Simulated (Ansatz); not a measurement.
**From the elastic tensor of MgO at 8 GPa (stress–strain coefficients) to moduli and sound speeds**

All numbers below come from DFT PBE, scalar-relativistic, plane waves, PAW in Ansatz 0.2.0. Plane waves to 420 eV; Γ-centred k mesh 10×10×10; fixed occupations. No spin polarisation.

The structure is cubic, space group Fm-3m (No. 225). The conventional cell has a = 4.186 Å, b = 4.186 Å, c = 4.186 Å, α = 90.00°, β = 90.00°, γ = 90.00°. Mg (site symmetry m-3m) has 6 O at 2.09 Å as nearest neighbours. O (site symmetry m-3m) is surrounded by 6 Mg at 2.09 Å.

Relaxed-ion constants (GPa, on the Cartesian axes of the calculation):
C11 = 337.6, C12 = 103.1, C13 = 103.1, C22 = 337.6, C23 = 103.1, C33 = 337.6, C44 = 149.2, C55 = 149.2, C66 = 149.2 GPa; the others vanish.

Density 3.651 g/cm³; 2 atoms in 18.33 Å³.

The values that follow are for a polycrystal of randomly turned grains, by Hill's mean where one number stands.

With S = C⁻¹: B_V = (C11+C22+C33+2(C12+C13+C23))/9, G_V = (C11+C22+C33−C12−C13−C23+3(C44+C55+C66))/15, 1/B_R = S11+S22+S33+2(S12+S13+S23), 15/G_R = 4(S11+S22+S33−S12−S13−S23)+3(S44+S55+S66); Hill is their mean. Then v_l = √((B+4G/3)/ρ), v_t = √(G/ρ), v_m = [(2/v_t³+1/v_l³)/3]^(−1/3) and Θ = (ħ/k_B)·v_m·(6π²n/V)^(1/3) for n atoms in the volume V; E = 9BG/(3B+G), ν = (3B−2G)/(2(3B+G)) and A^U = 5G_V/G_R + B_V/B_R − 6.

* Bulk modulus, Voigt / Reuss / Hill: 181.2 / 181.2 / 181.2 GPa
* Shear modulus, Voigt / Reuss / Hill: 136.4 / 134.5 / 135.5 GPa
* Young's modulus: 325 GPa
* Poisson ratio: 0.201
* Pugh ratio B/G: 1.34
* Universal anisotropy index: 0.07
* Longitudinal and transverse sound speeds: 9956 and 6092 m/s
* Debye temperature from the mean sound speed: 957 K

Cost: 1 run of about 0.067 core-minutes, on Intel Xeon 6975P-C (Granite Rapids) (shared hosts).